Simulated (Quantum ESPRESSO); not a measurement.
# CuI (Marshite) under changes of volume

One of the cells (27.859 Å³/atom); the others are scaled copies at fixed shape and fractional positions:

```xyz
2
Lattice="0.0000 3.0315 3.0315 3.0315 0.0000 3.0315 3.0315 3.0315 0.0000" Properties=species:S:1:pos:R:3 pbc="T T T"
I     0.0000    0.0000    0.0000
Cu    4.5473    4.5473    4.5473
```

```yaml
Program: Quantum ESPRESSO 7.5
Functional: LDA
Potentials_or_basis: GBRV 1.5 LDA
Cutoff: 762 eV
Density_cutoff: 6095 eV
k_mesh: 8 × 8 × 8
Occupations: fermi-dirac, width 0.05 eV
Spin: no spin polarisation
```

| volume (Å³/atom) | energy over the lowest point (meV/atom) | pressure (GPa) | gap on the mesh (eV) |
| --- | --- | --- | --- |
| 26.188 | 0.00 | -2.1 | 1.09 |
| 26.745 | 8.39 | -3.0 | 1.03 |
| 27.302 | 19.78 | -3.8 | 0.98 |
| 27.859 | ? | ? | ? |
| 28.417 | 50.07 | -5.1 | 0.88 |
| 28.974 | 68.36 | -5.7 | 0.83 |
| 29.531 | 88.37 | -6.1 | 0.79 |

Problem. What does the run at 27.859 Å³/atom give?

Solution. Energy over the lowest point 33.79 meV/atom; pressure -4.5 GPa; gap on the mesh 0.93 eV.

Worked out: A Birch-Murnaghan fit of order 3 (a polynomial in V^(-2/3)) to the other rows has no minimum within the range. It gives 33.77 meV/atom at 27.859 Å³/atom, against the run's 33.79, and -dE/dV = -4.4 GPa, against -4.5. A straight line through the other rows of the gap, of slope -2.5 eV per unit of ln V (its deformation potential), gives 0.93 eV, against the run's 0.93.

Energies are extrapolated to zero smearing.

Caveats: spin-orbit coupling is left out, which moves the levels of the heavy elements.
